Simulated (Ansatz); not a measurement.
input.yaml

```yaml
crystal:
  lattice:
    - [13.2646291963, 0.0, 0.0]
    - [0.0, 4.4215430654, 0.0]
    - [0.0, 0.0, 18.6323145981]
  atoms:
    - { symbol: Nb, position: [0.1666666667, 0.0, 0.0805052959] }
    - { symbol: "N", position: [0.0, 0.0, 0.0805052959] }
    - { symbol: Nb, position: [0.1666666667, 0.5, 0.1991578402] }
    - { symbol: "N", position: [0.0, 0.5, 0.1991578402] }
    - { symbol: Nb, position: [0.0, 0.0, 0.1991578402] }
    - { symbol: "N", position: [0.1666666667, 0.0, 0.1991578402] }
    - { symbol: Nb, position: [0.0, 0.5, 0.0805052959] }
    - { symbol: "N", position: [0.1666666667, 0.5, 0.0805052959] }
    - { symbol: Nb, position: [0.5, 0.0, 0.0805052959] }
    - { symbol: "N", position: [0.3333333333, 0.0, 0.0805052959] }
    - { symbol: Nb, position: [0.5, 0.5, 0.1991578402] }
    - { symbol: "N", position: [0.3333333333, 0.5, 0.1991578402] }
    - { symbol: Nb, position: [0.3333333333, 0.0, 0.1991578402] }
    - { symbol: "N", position: [0.5, 0.0, 0.1991578402] }
    - { symbol: Nb, position: [0.3333333333, 0.5, 0.0805052959] }
    - { symbol: "N", position: [0.5, 0.5, 0.0805052959] }
    - { symbol: Nb, position: [0.8333333333, 0.0, 0.0805052959] }
    - { symbol: "N", position: [0.6666666667, 0.0, 0.0805052959] }
    - { symbol: Nb, position: [0.8333333333, 0.5, 0.1991578402] }
    - { symbol: "N", position: [0.6666666667, 0.5, 0.1991578402] }
    - { symbol: Nb, position: [0.6666666667, 0.0, 0.1991578402] }
    - { symbol: "N", position: [0.8333333333, 0.0, 0.1991578402] }
    - { symbol: Nb, position: [0.6666666667, 0.5, 0.0805052959] }
    - { symbol: "N", position: [0.8333333333, 0.5, 0.0805052959] }
    - { symbol: Nb, position: [0.1666666667, 0.0, 0.3178103844] }
    - { symbol: "N", position: [0.0, 0.0, 0.3178103844] }
    - { symbol: Nb, position: [0.0, 0.5, 0.3178103844] }
    - { symbol: "N", position: [0.1666666667, 0.5, 0.3178103844] }
    - { symbol: Nb, position: [0.5, 0.0, 0.3178103844] }
    - { symbol: "N", position: [0.3333333333, 0.0, 0.3178103844] }
    - { symbol: Nb, position: [0.3333333333, 0.5, 0.3178103844] }
    - { symbol: "N", position: [0.5, 0.5, 0.3178103844] }
    - { symbol: Nb, position: [0.8333333333, 0.0, 0.3178103844] }
    - { symbol: "N", position: [0.6666666667, 0.0, 0.3178103844] }
    - { symbol: Nb, position: [0.6666666667, 0.5, 0.3178103844] }
    - { symbol: "N", position: [0.8333333333, 0.5, 0.3178103844] }
    - { symbol: Nb, position: [0.1666666667, 0.5, 0.4364629287] }
    - { symbol: "N", position: [0.0, 0.5, 0.4364629287] }
    - { symbol: Nb, position: [0.0, 0.0, 0.4364629287] }
    - { symbol: "N", position: [0.1666666667, 0.0, 0.4364629287] }
    - { symbol: "N", position: [0.3333333333, 0.5, 0.4364629287] }
    - { symbol: Nb, position: [0.3333333333, 0.0, 0.4364629287] }
basis:
  ecutwfc: 420
kpoints:
  mp_grid: { grid: [3, 8, 1] }
hamiltonian:
  xc: pbe
scf:
  occupations: { method: gaussian, width: 0.1 }
output:
  forces: true
  eigenvalues: true
  write_density: true
  write_potential: true
  elf: true
  volumetric_format: npy
relax:
  adjacent_minimum: "off"
  f_tol: 0.02
  max_steps: 45
  constraints: [{ sites: [0, 1, 6, 7, 8, 9, 14, 15, 16, 17, 22, 23] }]
efield:
  axis: 3
  dipole_correction: true
  ramp_width: 0.04
```

Run as
```bash
ansatz run input.yaml --threads 4 --pin off --max-ram 11264MiB --backend cpu --events-out ev --progress --plain --runs-dir out
```

All numbers below come from DFT PBE, scalar-relativistic, plane waves, PAW (Ansatz 0.2.0).

From the run's log, abridged:

```
Pseudopotentials: kind: paw
Pseudopotential: Nb, paw, valence charge 13, recommended cutoff 420 eV (normal)
Pseudopotential: N, paw, valence charge 5, recommended cutoff 420 eV (normal)
Functional definition: PBE
Crystal: 42 atoms, lattice volume = 1092.788 Å³
Basis set: ecut = 420 eV, 21401 PW (Γ), exchange–correlation on 180×60×250 points (8 copies of the dense FFT grid, shifted against one another)
Bands: 231, of which v1, the nominal top of the filled ones, is band 189 counted from 1 (188 counted from 0)
Symmetry: 4 space group operations
Space group: Pmm2 (ITA 25), of the structure as read, at distance tolerance 1.0e-4 Å
k-points: 10 of 24
Initial density: superposition of atomic densities (neutral atoms: chi_scale 0, normalization atom), corrected by the library's trained network
Initial wavefunctions: pseudopotential atomic-orbital guess
Functional: x = pbe(κ = 0.804, μ = 0.21951497), c = pbe(β = 0.06672455)
SCF iter   1: F=—  HF=-103688.852877 eV  |F-HF|=—  |Δ(HF+E_count)|=         —  Δρ=5.84e-3  dr2=3.75e0  ethr=1.77e-3  p=0.132 e·Å  D=2.19e-2 V/Å  ΔV_dip=-0.41 eV  dr2_dipole=2.65e0  V_vac-E_F(+/−)=3.11/3.52 eV  ⟨swp⟩=7.4  Hψ=11332  notcnv=0
efield: sawtooth ramp at fractional position 0.7385 (placed from the atoms, in the widest stretch of the axis that holds none; the zero of the levels goes with the place), width 0.0400; the density the first Hamiltonian is built on has a dipole p = 0.132 e·Å; the dipole correction subtracts the counter field D = 2.19e-2 V/Å, which shifts the + side's vacuum level by -0.41 eV against the − side's; the planar-averaged density in the ramp window peaks in size at 9.2e-5 e/Å³
SCF iter   2: F=—  HF=-103688.765521 eV  |F-HF|=—  |Δ(HF+E_count)|=   8.74e-2  Δρ=1.96e-3  dr2=6.62e-2  ethr=9.93e-4  p=0.028 e·Å  D=4.60e-3 V/Å  ΔV_dip=-0.09 eV  dr2_dipole=4.47e-3  V_vac-E_F(+/−)=3.31/3.39 eV  ⟨swp⟩=2.0  Hψ=2807  notcnv=0  defer=185
SCF iter   3: F=—  HF=-103688.768162 eV  |F-HF|=—  |Δ(HF+E_count)|=   2.64e-3  Δρ=9.29e-4  dr2=1.70e-2  ethr=1.75e-5  p=0.020 e·Å  D=3.36e-3 V/Å  ΔV_dip=-0.06 eV  dr2_dipole=3.36e-3  V_vac-E_F(+/−)=3.32/3.39 eV  ⟨swp⟩=2.9  Hψ=3842  notcnv=0  defer=185
SCF iter   4: F=—  HF=-103688.765476 eV  |F-HF|=—  |Δ(HF+E_count)|=   2.69e-3  Δρ=2.68e-4  dr2=2.27e-3  ethr=4.49e-6  p=0.015 e·Å  D=2.51e-3 V/Å  ΔV_dip=-0.05 eV  dr2_dipole=7.24e-5  V_vac-E_F(+/−)=3.33/3.37 eV  ⟨swp⟩=2.9  Hψ=3750  notcnv=0  defer=185
SCF iter   5: F=—  HF=-103688.768110 eV  |F-HF|=—  |Δ(HF+E_count)|=   2.63e-3  Δρ=1.02e-4  dr2=2.63e-4  ethr=6.01e-7  p=0.013 e·Å  D=2.11e-3 V/Å  ΔV_dip=-0.04 eV  dr2_dipole=5.74e-6  V_vac-E_F(+/−)=3.33/3.37 eV  ⟨swp⟩=3.5  Hψ=4956  notcnv=0  defer=30
SCF iter   6: F=—  HF=-103688.768092 eV  |F-HF|=—  |Δ(HF+E_count)|=   1.80e-5  Δρ=3.69e-5  dr2=3.74e-5  ethr=6.97e-8  p=0.012 e·Å  D=1.95e-3 V/Å  ΔV_dip=-0.04 eV  dr2_dipole=6.99e-7  V_vac-E_F(+/−)=3.34/3.37 eV  ⟨swp⟩=2.0  Hψ=2995  notcnv=0  defer=30
SCF iter   7: F=-103688.768091 eV  HF=-103688.768094 eV  |F-HF|=3.00e-6  |Δ(HF+E_count)|=   2.22e-6  Δρ=1.20e-5  dr2=4.63e-6  ethr=2.65e-9  p=0.011 e·Å  D=1.84e-3 V/Å  ΔV_dip=-0.03 eV  dr2_dipole=3.16e-7  V_vac-E_F(+/−)=3.34/3.37 eV  ⟨swp⟩=24.4  Hψ=27287  notcnv=0
WARN: efield: at this solve's end the planar-averaged density reaches 7.27e-5 e/Å³ inside the ramp window [0.6848, 0.8322] (bound 1e-5 e/Å³); the window's nearer edge stands 4.63 Å from this solve's nearest atom along the axis. Its work functions, free energy, forces, stress, dipole, levels and responses can be off, and this figure does not tell by how much. A short vacuum, a low `basis.ecutwfc` or `basis.ecutrho_ratio` and negative occupations (`scf.occupations.method`) can put density there. See the manual's quickstart, § The vacuum guard
SCF 1 converged in 7 iterations: F = -103688.768091 eV  dr2 = 4.63e-6
relax step   1: F+E_penalty+E_count = -103688.76809109 eV  Δ(F+E_penalty+E_count) = +0.000e0 eV  max|allowed force component| = 2.938e0 eV/Å  Δτ_max = 0.0000 Å  (7 SCF iters, dr2 threshold 1.00e-5 eV, accepted)
Initial density: handed on by an earlier stage of this run
Initial wavefunctions: those handed on with the density
SCF iter   1: F=—  HF=-103690.691727 eV  |F-HF|=—  |Δ(HF+E_count)|=         —  Δρ=8.06e-3  dr2=1.39e0  ethr=3.39e-4  p=0.011 e·Å  D=1.84e-3 V/Å  ΔV_dip=-0.03 eV  dr2_dipole=2.44e-1  V_vac-E_F(+/−)=3.38/3.42 eV  ⟨swp⟩=2.0  Hψ=8162  notcnv=0  defer=233
efield: sawtooth ramp at fractional position 0.7385 (handed on by an earlier solve), width 0.0400; the density the first Hamiltonian is built on has a dipole p = 0.011 e·Å; the dipole correction subtracts the counter field D = 1.84e-3 V/Å, which shifts the + side's vacuum level by -0.03 eV against the − side's; the planar-averaged density in the ramp window peaks in size at 7.3e-5 e/Å³
SCF iter   2: F=—  HF=-103690.612058 eV  |F-HF|=—  |Δ(HF+E_count)|=   7.97e-2  Δρ=2.94e-3  dr2=9.75e-2  ethr=3.39e-4  p=-0.002 e·Å  D=-3.58e-4 V/Å  ΔV_dip=0.01 eV  dr2_dipole=1.11e-3  V_vac-E_F(+/−)=3.40/3.39 eV  ⟨swp⟩=2.4  Hψ=3214  notcnv=0  defer=233
SCF iter   3: F=—  HF=-103690.602171 eV  |F-HF|=—  |Δ(HF+E_count)|=   9.89e-3  Δρ=1.35e-3  dr2=3.23e-2  ethr=2.58e-5  p=0.006 e·Å  D=9.44e-4 V/Å  ΔV_dip=-0.02 eV  dr2_dipole=2.28e-3  V_vac-E_F(+/−)=3.38/3.39 eV  ⟨swp⟩=3.0  Hψ=4868  notcnv=0  defer=264
SCF iter   4: F=—  HF=-103690.597522 eV  |F-HF|=—  |Δ(HF+E_count)|=   4.65e-3  Δρ=4.48e-4  dr2=4.19e-3  ethr=8.53e-6  p=0.004 e·Å  D=7.19e-4 V/Å  ΔV_dip=-0.01 eV  dr2_dipole=6.01e-4  V_vac-E_F(+/−)=3.38/3.39 eV  ⟨swp⟩=2.0  Hψ=3063  notcnv=0  defer=264
SCF iter   5: F=—  HF=-103690.597074 eV  |F-HF|=—  |Δ(HF+E_count)|=   4.48e-4  Δρ=1.10e-4  dr2=3.16e-4  ethr=1.11e-6  p=0.004 e·Å  D=6.63e-4 V/Å  ΔV_dip=-0.01 eV  dr2_dipole=9.10e-6  V_vac-E_F(+/−)=3.38/3.39 eV  ⟨swp⟩=2.0  Hψ=3088  notcnv=0  defer=264
SCF iter   6: F=-103690.597067 eV  HF=-103690.597075 eV  |F-HF|=8.57e-6  |Δ(HF+E_count)|=   1.17e-6  Δρ=3.33e-5  dr2=2.19e-5  ethr=2.65e-8  p=0.004 e·Å  D=6.61e-4 V/Å  ΔV_dip=-0.01 eV  dr2_dipole=1.55e-8  V_vac-E_F(+/−)=3.38/3.39 eV  ⟨swp⟩=25.6  Hψ=28531  notcnv=0
   ...
SCF iter   7: F=-103691.484216 eV  HF=-103691.484216 eV  |F-HF|=6.32e-9  |Δ(HF+E_count)|=   6.93e-8  Δρ=9.87e-7  dr2=1.89e-8  ethr=2.65e-11  p=0.012 e·Å  D=2.06e-3 V/Å  ΔV_dip=-0.04 eV  dr2_dipole=5.77e-9  V_vac-E_F(+/−)=3.33/3.37 eV  ⟨swp⟩=19.9  Hψ=20535  notcnv=0
WARN: efield: at this solve's end the planar-averaged density reaches 8.54e-5 e/Å³ inside the ramp window [0.6848, 0.8322] (bound 1e-5 e/Å³); the window's nearer edge stands 4.41 Å from this solve's nearest atom along the axis. Its work functions, free energy, forces, stress, dipole, levels and responses can be off, and this figure does not tell by how much. A short vacuum, a low `basis.ecutwfc` or `basis.ecutrho_ratio` and negative occupations (`scf.occupations.method`) can put density there. See the manual's quickstart, § The vacuum guard
SCF 11 converged in 7 iterations: F = -103691.484216 eV  dr2 = 1.89e-8
relax step  11: F+E_penalty+E_count = -103691.48421604 eV  Δ(F+E_penalty+E_count) = -1.923e-3 eV  max|allowed force component| = 1.240e-2 eV/Å  Δτ_max = 0.0114 Å  (7 SCF iters, accepted)
WARN: The output density's exchange-correlation potential varies sharply where the density is thin. Do not read a vacuum level from v_tot or v_xc, or from such a field of the output density. On a cell that repeats whose density bears no net charge and no dipole along the vacuum's axis use v_es (v_loc + v_h of the components); under efield.dipole_correction with no amplitude use v_es + v_field, which holds any external_charges[].barrier, or the levels of the report's work_function block, which leave it out; under a non-zero efield.amplitude the vacuum is tilted and has no level; on a cell that repeats and bears such a dipole with no correction it is tilted too, and efield.dipole_correction wi ...
SCF converged after 7 iterations
Free energy (F): -103691.484216 eV
Harris-Foulkes:  -103691.484216 eV  (|F-HF|=6.32e-9)
Internal energy: -103691.360002 eV  (E = F + TS)
E sigma→0 (E₀):  -103691.422109 eV
Entropy (-TS):   -0.124214 eV (-2.957 meV/atom)
Fermi energy:    6.365196 eV
Dipole field:    D = 0.002015 V/Å  (p = 0.012170 e·Å, saw-weighted, corrected)
Work function:   Φ+ = 3.3283 eV   Φ− = 3.3652 eV
Levels:          The Fermi level and band energies are counted from a zero that moves with the ramp; work functions are not
Vacuum region:   at the solve's end the planar-averaged density reaches 8.54e-5 e/Å³ inside the ramp window [0.6848, 0.8322] (bound 1e-5 e/Å³)
--- Per-component energies (eV) ---
  E_band       = -5429.441910
  E_kinetic    = 11009.413252
  E_local      = -249922.039950  (includes V_loc(G=0)·N_el)
  E_nonlocal   = 3445.874694
  E_hartree    = 119373.557244
  E_xc         = -4946.306258
  E_vxc        = -6074.786909  (∫ρ·V_xc dr)
  E_paw        = -67197.579047  (= ΣΔE_a)
  E_vpaw       = -2635.439759  (= ΣTr[D̂ρ^β])
  E_aug_tail   = 0.002012  (compensation charges beyond the density's cutoff)
  E_efield     = 0.000012  (sawtooth field / dipole correction)
  E_vefield    = 0.387242  (∫n·V_field dr)
  E_ewald      = 84545.718039
  E_smearing   = -0.124214  (= −TS)
--- Forces (eV/Å), atoms counted from 1 ---
  atom   1  Nb     0.00000000     0.00000000     2.03080598
  atom   2  N     -0.12426695     0.00000000    -1.97089136
  atom   3  Nb     0.00000000     0.00000000    -0.00433445
  atom   4  N      0.00190494     0.00000000    -0.00101223
  atom   5  Nb     0.00167318     0.00000000    -0.00873736
  atom   6  N      0.00000000     0.00000000     0.00166545
  atom   7  Nb    -0.12984480     0.00000000     1.98518602
  atom   8  N      0.00000000     0.00000000    -1.93227905
  atom   9  Nb    -0.00579597     0.00000000     1.31878770
  atom  10  N      0.12426695     0.00000000    -1.97089136
  atom  11  Nb    -0.00252397     0.00000000    -0.00501990
  atom  12  N     -0.00190494     0.00000000    -0.00101223
  atom  13  Nb    -0.00167318     0.00000000    -0.00873736
  atom  14  N      0.00140939     0.00000000    -0.00336060
  atom  15  Nb     0.12984480     0.00000000     1.98518602
  atom  16  N     -0.00494042     0.00000000    -1.31263185
  atom  17  Nb     0.00579597     0.00000000     1.31878770
  atom  18  N      0.00000000     0.00000000    -1.17056926
  atom  19  Nb     0.00252397     0.00000000    -0.00501990
  atom  20  N      0.00000000     0.00000000    -0.00149291
  atom  21  Nb     0.00000000     0.00000000    -0.01239824
  atom  22  N     -0.00140939     0.00000000    -0.00336060
  atom  23  Nb     0.00000000     0.00000000     1.06257271
  atom  24  N      0.00494042     0.00000000    -1.31263185
  atom  25  Nb     0.00000000     0.00000000     0.00353847
  atom  26  N     -0.00215864     0.00000000     0.00071574
  atom  27  Nb    -0.00770029     0.00000000     0.01069932
  atom  28  N      0.00000000     0.00000000    -0.01186717
  atom  29  Nb    -0.00466005     0.00000000    -0.00380929
  atom  30  N      0.00215864     0.00000000     0.00071574
  atom  31  Nb     0.00770029     0.00000000     0.01069932
  atom  32  N      0.00147391     0.00000000    -0.00686592
  atom  33  Nb     0.00466005     0.00000000    -0.00380929
  atom  34  N      0.00000000     0.00000000    -0.00053814
  atom  35  Nb     0.00000000     0.00000000     0.00712902
  atom  36  N     -0.00147391     0.00000000    -0.00686592
  atom  37  Nb     0.00000000     0.00000000     0.00488627
  atom  38  N     -0.01173998     0.00000000     0.00166622
  atom  39  Nb    -0.00310718     0.00000000     0.00580577
  atom  40  N      0.00000000     0.00000000     0.00185982
  atom  41  N      0.01173998     0.00000000     0.00166622
  atom  42  Nb     0.00310718     0.00000000     0.00580577
--- Band table (eV; the first three rows and the last of 10) ---
  k-point 0: bands = ["-49.9560", "-49.8872", "-49.8865", "-49.8627", "-49.8075", "-49.7881", "-49.7777", "-49.7608", "-49.7464", "-49.7345", "-49.7136", "-49.6641", "-49.6560", "-49.6464", "-49.5924", "-49.5824", "-49.5428", "-49.5389", "-49.5330", "-49.4957", "-49.4812", "-26.3364", "-26.3194", "-26.2844", "-26.2756", "-26.2654", "-26.2425", "-26.2409", "-26.2288", "-26.2129", "-26.2010", "-26.1889", "-26.1745", "-26.1549", "-26.1368", "-26.1227", "-26.1002", "-26.0871", "-26.0412", "-26.0156", "-26.0024", "-25.9791", "-25.9774", "-25.9628", "-25.9615", "-25.9429", "-25.9311", "-25.9214", "-25.9182", "-25.9125", "-25.8916", "-25.8791", "-25.8652", "-25.8587", "-25.8578", "-25.8485", "-25.8 ...
  k-point 1: bands = ["-49.9541", "-49.8854", "-49.8847", "-49.8623", "-49.8061", "-49.7889", "-49.7759", "-49.7569", "-49.7455", "-49.7361", "-49.7162", "-49.6616", "-49.6561", "-49.6480", "-49.5922", "-49.5815", "-49.5460", "-49.5415", "-49.5339", "-49.4970", "-49.4831", "-26.3369", "-26.3354", "-26.3042", "-26.2933", "-26.2836", "-26.2650", "-26.2624", "-26.2460", "-26.2409", "-26.2330", "-26.2278", "-26.1985", "-26.1662", "-26.1587", "-26.1558", "-26.1287", "-26.0786", "-26.0367", "-26.0354", "-25.9939", "-25.9898", "-25.9776", "-25.9736", "-25.9443", "-25.9355", "-25.9305", "-25.9240", "-25.9114", "-25.8945", "-25.8800", "-25.8715", "-25.8695", "-25.8607", "-25.8473", "-25.8384", "-25.8 ...
  k-point 2: bands = ["-49.9493", "-49.8827", "-49.8804", "-49.8587", "-49.8025", "-49.7925", "-49.7706", "-49.7490", "-49.7404", "-49.7402", "-49.7228", "-49.6613", "-49.6549", "-49.6476", "-49.5919", "-49.5791", "-49.5548", "-49.5487", "-49.5358", "-49.5001", "-49.4877", "-26.4079", "-26.3815", "-26.3431", "-26.3373", "-26.3183", "-26.3026", "-26.2928", "-26.2763", "-26.2744", "-26.2635", "-26.2602", "-26.2471", "-26.2223", "-26.2088", "-26.1540", "-26.1457", "-26.1265", "-26.1161", "-26.0620", "-26.0449", "-26.0198", "-25.9838", "-25.9689", "-25.9507", "-25.9300", "-25.9102", "-25.9041", "-25.8815", "-25.8796", "-25.8675", "-25.8505", "-25.8468", "-25.8127", "-25.8014", "-25.8007", "-25.7 ...
  k-point 9: bands = ["-49.9417", "-49.8799", "-49.8791", "-49.8432", "-49.8034", "-49.7957", "-49.7624", "-49.7480", "-49.7444", "-49.7335", "-49.7157", "-49.6816", "-49.6433", "-49.6408", "-49.5931", "-49.5713", "-49.5688", "-49.5651", "-49.5389", "-49.5043", "-49.4939", "-26.4890", "-26.4570", "-26.4200", "-26.4151", "-26.3599", "-26.3595", "-26.3281", "-26.3130", "-26.2984", "-26.2951", "-26.2670", "-26.2647", "-26.2496", "-26.2411", "-26.2100", "-26.2042", "-26.1833", "-26.1595", "-26.0975", "-26.0740", "-26.0367", "-25.9804", "-25.9613", "-25.9569", "-25.9536", "-25.9493", "-25.8894", "-25.8823", "-25.8748", "-25.8580", "-25.8249", "-25.8239", "-25.8188", "-25.7962", "-25.7563", "-25.7 ...
--- Relaxed structure (11 steps of the walk, 9 accepted, 0 SCFs on fresh bases) ---
  F+E_penalty+E_count = -103691.48421604 eV   max|allowed force component| = 1.240e-2 eV/Å
  atoms:
    - { symbol: Nb, position: [0.16666666, 0.0, 0.08050529] }
    - { symbol: N, position: [0.0, 0.0, 0.08050529] }
    - { symbol: Nb, position: [0.16666666, 0.5, 0.19398467] }
    - { symbol: N, position: [0.00094958, 0.5, 0.19985256] }
    - { symbol: Nb, position: [0.00150459, 0.0, 0.19339425] }
    - { symbol: N, position: [0.16666666, 0.0, 0.19970473] }
    - { symbol: Nb, position: [0.0, 0.5, 0.08050529] }
    - { symbol: N, position: [0.16666666, 0.5, 0.08050529] }
    - { symbol: Nb, position: [0.50000000, 0.0, 0.08050529] }
    - { symbol: N, position: [0.33333333, 0.0, 0.08050529] }
    - { symbol: Nb, position: [0.49741153, 0.5, 0.19852174] }
    - { symbol: N, position: [0.33238375, 0.5, 0.19985256] }
    - { symbol: Nb, position: [0.33182873, 0.0, 0.19339425] }
    - { symbol: N, position: [0.49878455, 0.0, 0.19541824] }
    - { symbol: Nb, position: [0.33333333, 0.5, 0.08050529] }
    - { symbol: N, position: [0.50000000, 0.5, 0.08050529] }
    - { symbol: Nb, position: [0.83333333, 0.0, 0.08050529] }
    - { symbol: N, position: [0.66666666, 0.0, 0.08050529] }
    - { symbol: Nb, position: [0.83592179, 0.5, 0.19852174] }
    - { symbol: N, position: [0.66666666, 0.5, 0.19478814] }
    - { symbol: Nb, position: [0.66666666, 0.0, 0.19915857] }
    - { symbol: N, position: [0.83454877, 0.0, 0.19541824] }
    - { symbol: Nb, position: [0.66666666, 0.5, 0.08050529] }
    - { symbol: N, position: [0.83333333, 0.5, 0.08050529] }
    - { symbol: Nb, position: [0.16666666, 0.0, 0.31909417] }
    - { symbol: N, position: [-0.00134660, 0.0, 0.31620168] }
    - { symbol: Nb, position: [-0.02120801, 0.5, 0.32269345] }
    - { symbol: N, position: [0.16666666, 0.5, 0.31666893] }
    - { symbol: Nb, position: [0.50743071, 0.0, 0.31042511] }
    - { symbol: N, position: [0.33467994, 0.0, 0.31620168] }
    - { symbol: Nb, position: [0.35454134, 0.5, 0.32269345] }
    - { symbol: N, position: [0.50989100, 0.5, 0.32486778] }
    - { symbol: Nb, position: [0.82590262, 0.0, 0.31042511] }
    - { symbol: N, position: [0.66666666, 0.0, 0.32715449] }
    - { symbol: Nb, position: [0.66666666, 0.5, 0.30801885] }
    - { symbol: N, position: [0.82344232, 0.5, 0.32486778] }
    - { symbol: Nb, position: [0.16666666, 0.5, 0.42553697] }
    - { symbol: N, position: [0.00516173, 0.5, 0.43731428] }
    - { symbol: Nb, position: [0.01596865, 0.0, 0.42630749] }
    - { symbol: N, position: [0.16666666, 0.0, 0.44828862] }
    - { symbol: N, position: [0.32817159, 0.5, 0.43731428] }
    - { symbol: Nb, position: [0.31736467, 0.0, 0.42630749] }
```

The relaxation met its thresholds.

It took 8.5 min on 4 threads of Intel(R) Xeon(R) 6975P-C (Granite Rapids), with other jobs on the host, peak memory 5.3 GiB.